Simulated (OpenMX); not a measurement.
## Ge under changes of volume

One of the cells (22.639 Å³/atom); the others are scaled copies at fixed shape and fractional positions:

```
CELL_PARAMETERS angstrom
0.00000 2.82891 2.82891
2.82891 0.00000 2.82891
2.82891 2.82891 0.00000
ATOMIC_POSITIONS crystal
Ge 0.75000 0.75000 0.75000
Ge 0.50000 0.50000 0.50000
```

* Program: OpenMX 3.8.5
* Functional: PBE
* Potentials or basis: OpenMX 2013 PBE set, Ge7.0-s3p2d2f1, fixed grid of 35 × 35 × 35 points
* k mesh: 9 × 9 × 9
* Occupations: fermi-dirac, width 0.05 eV
* Spin: no spin polarisation

```tsv
volume (Å³/atom)	energy over the lowest point (meV/atom)	gap on the mesh (eV)
21.281	91.71	0.42
21.733	63.48	0.35
22.186	41.33	0.21
22.639	24.49	none
23.092	12.21	none
23.545	?	?
23.997	0.00	none
```

Question: What does the run at 23.545 Å³/atom give?

Answer: Energy over the lowest point 4.23 meV/atom; gap on the mesh none.

Worked out: A Birch-Murnaghan fit of order 3 (a polynomial in V^(-2/3)) to the other rows has its minimum at 24.37 Å³/atom, just outside them, with B0 = V·E''(V) = 56 GPa and B' = 5.6. It gives 4.27 meV/atom at 23.545 Å³/atom, against the run's 4.23.

Energies are extrapolated to zero smearing.

Caveats: the basis of atomic orbitals isn't converged, which shifts pressures, moduli and gaps; an odd mesh through Γ misses points on the zone boundary, where band edges often lie (some runs). Spin-orbit coupling on Ge is left out.

A gap of «none» marks a metal or a gap under the smearing width.
